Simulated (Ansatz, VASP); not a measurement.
## GaN in VASP and in Ansatz

The input INCAR:

```
SYSTEM = GaN
PREC     = Accurate       ! precision mode
ENCUT    = 520            ! plane-wave cutoff, eV
EDIFF    = 1E-6           ! SCF threshold, eV
ISMEAR   = -1             ! smearing method
SIGMA    = 0.02           ! smearing width, eV
LREAL    = .FALSE.        ! projectors in reciprocal space
LASPH    = .TRUE.         ! aspherical terms in the spheres
NELM     = 100            ! most SCF steps
ALGO     = Normal         ! electronic algorithm
ISIF     = 2              ! what is computed and relaxed
LWAVE    = .FALSE.        ! write WAVECAR
LCHARG   = .FALSE.        ! write CHGCAR
GGA      = PS             ! functional
NBANDS   = 16             ! bands
```

File KPOINTS:

```
regular mesh
0
G
  10 10 10
  0 0 0
```

The input POSCAR:

```
GaN
1.0
    0.0000000000      2.0056957488      2.0056957488
    2.0056957488      0.0000000000      2.0056957488
    2.0056957488      2.0056957488      0.0000000000
Ga N
1 1
Direct
    0.5000000000      0.5000000000      0.5000000000
    0.0000000000      0.0000000000      0.0000000000
```

Input for Ansatz:

```yaml
crystal:
  lattice:
    - [0.0, 2.0056957488, 2.0056957488]
    - [2.0056957488, 0.0, 2.0056957488]
    - [2.0056957488, 2.0056957488, 0.0]
  atoms:
    - { symbol: Ga, position: [0.5, 0.5, 0.5] }
    - { symbol: "N", position: [0.0, 0.0, 0.0] }
kpoints:
  mp_grid: { grid: [10, 10, 10] }
  band_path:
    path:
      - [0.0, 0.0, 0.0]
      - [0.5, 0.0, 0.5]
      - [0.625, 0.25, 0.625]
      - [0.375, 0.375, 0.75]
      - [0.0, 0.0, 0.0]
      - [0.5, 0.5, 0.5]
      - [0.5, 0.25, 0.75]
      - [0.5, 0.0, 0.5]
    npoints: 5
scf:
  occupations: { method: fermi_dirac, width: 0.02 }
hamiltonian:
  xc: pbesol
  pseudopotentials: { kind: all_electron, lapw: { basis_error: 0.00025 } }
output:
  forces: true
  stress: true
  eigenvalues: true
```

Change from the starting cell: volume scaled by 1.02.

Alike in both runs: task single point; functional PBEsol; k mesh 10 × 10 × 10; occupations fermi-dirac, width 0.02 eV; no spin polarisation.

```csv
,VASP,Ansatz
version,VASP 6.6.1,Ansatz 0.2.0
potentials or method,"VASP PAW PBE potentials, release 64 (Ga_d, N)","all-electron LAPW, scalar-relativistic"
plane-wave cutoff (eV),520,see its input
```

|  | VASP | Ansatz | Ansatz less VASP |
| --- | --- | --- | --- |
| gap on the k mesh at the Fermi level (eV) | 1.58 | 1.60 | +0.013 |
| pressure (GPa) | 50.3 | 49.8 | -0.54 |

Ansatz ran all-electron here, so the differences hold the error of VASP's frozen core and of both bases.

Caveats: so large a pressure means that the cell lies far from this level's equilibrium, or that cutoff or potentials fall short (VASP); the potentials were made for another functional, which shifts forces and pressure (VASP). A k mesh can miss the band edges.
